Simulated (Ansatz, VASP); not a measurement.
Two plane-wave programs on AlN

INCAR

```
  PREC = Accurate
  ENCUT = 520
  EDIFF = 1E-6
  ISMEAR = 0
  SIGMA = 0.05
  LREAL = F
  LASPH = T
  NELM = 60
  ALGO = Normal
  ISIF = 2
  LWAVE = F
  LCHARG = F
  GGA = PE
  NBANDS = 16
```

File KPOINTS:

```
Automatic mesh
0
Gamma
  6 6 6
```

Contents of POSCAR:

```
AlN
1.0
    0.0000000000     -2.2015682416     -2.2015682416
   -2.2015682416      0.0000000000     -2.2015682416
    2.2015682416      2.2015682416     -4.4031364832
Al N
2 2
Direct
   -0.0162481596      0.0724454663      0.0000000000
    0.5162481596      0.4275545337      0.5000000000
    0.3604408298      0.4399147901      0.8750000000
    0.8895591702      0.8100852099      0.3750000000
```

Input for Ansatz:

```yaml
crystal:
  lattice:
    - [0.0, -2.2015682416, -2.2015682416]
    - [-2.2015682416, 0.0, -2.2015682416]
    - [2.2015682416, 2.2015682416, -4.4031364832]
  atoms:
    - { symbol: Al, position: [-0.0162481596, 0.0724454663, 0.0] }
    - { symbol: Al, position: [0.5162481596, 0.4275545337, 0.5] }
    - { symbol: "N", position: [0.3604408298, 0.4399147901, 0.875] }
    - { symbol: "N", position: [0.8895591702, 0.8100852099, 0.375] }
basis:
  ecutwfc: 520.0
kpoints:
  mp_grid: { grid: [6, 6, 6] }
hamiltonian:
  xc: pbe
scf:
  occupations: { method: gaussian, width: 0.05 }
output:
  forces: true
  stress: true
  eigenvalues: true
```

Change from the starting cell: mode 4 frozen in at -0.205 Å and mode 10 at +0.000 Å (largest displacements).

Alike in both runs: task single point; functional PBE; k mesh 6 × 6 × 6; occupations gaussian, width 0.05 eV; no spin polarisation.

```csv
,VASP,Ansatz
version,VASP 6.6.1,Ansatz 0.2.0
potentials or method,"VASP PAW PBE potentials, release 64 (Al, N)","scalar-relativistic, plane waves, PAW"
plane-wave cutoff (eV),520,520
valence electrons in the cell,16,16
```

Ansatz gave:

* gap on the k mesh at the Fermi level (eV): 3.08
* least direct gap on the mesh (eV): 3.54
* pressure (GPa): -1.2
* largest component of the traceless stress (GPa): 3.32
* rms of the force components (eV/Å): 0.479

Problem. Which values does VASP return?

Solution. gap on the k mesh at the Fermi level (eV): 3.07; least direct gap on the mesh (eV): 3.55; pressure (GPa): -1.4; largest component of the traceless stress (GPa): 3.33; rms of the force components (eV/Å): 0.481.

Atom by atom the forces differ by 0.002 eV/Å (rms over components). With one functional, cell and mesh, what is left measures potentials, basis and numerics.

Caveats: forces of over 1 eV/Å show positions far from the minimum, so gaps and moduli don't describe the material at rest. A k mesh can miss the band edges.
